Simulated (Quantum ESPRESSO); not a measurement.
The system is Si2Ni.

```
Ni Si
1.0
     0.00000    2.70300    2.70300
     2.70300    0.00000    2.70300
     2.70300    2.70300    0.00000
Ni Si
1 2
Direct
  0.00000 0.00000 0.00000
  0.75000 0.75000 0.75000
  0.25000 0.25000 0.25000
```

Base run:

| Property | Result |
| --- | --- |
| Program | Quantum ESPRESSO 7.5 |
| Functional | LDA |
| Potentials or basis | GBRV 1.5 LDA |
| Cutoff | 612 eV |
| Density cutoff | 4898 eV |
| k mesh | 9 × 9 × 9 |
| Occupations | fermi-dirac, width 0.05 eV |
| Spin | collinear spin, ferromagnetic start |
| Starting moments | [1.0, 0.0, 0.0] μB |

Its results: band gap on the k mesh none (metal or under the smearing width); pressure -4.2 GPa; net moment 0.00 μB per cell.

Problem. The run is repeated on the same cell with these changes: k mesh from 9 × 9 × 9 to 7 × 7 × 7. What comes out?

Solution. Band gap on the k mesh none (metal or under the smearing width); pressure -5.0 GPa; net moment 0.00 μB per cell.

Caveats: some levels on the path didn't converge (some runs); the Wannier minimisation didn't converge (some runs).

Not every run made on this cell is shown here.
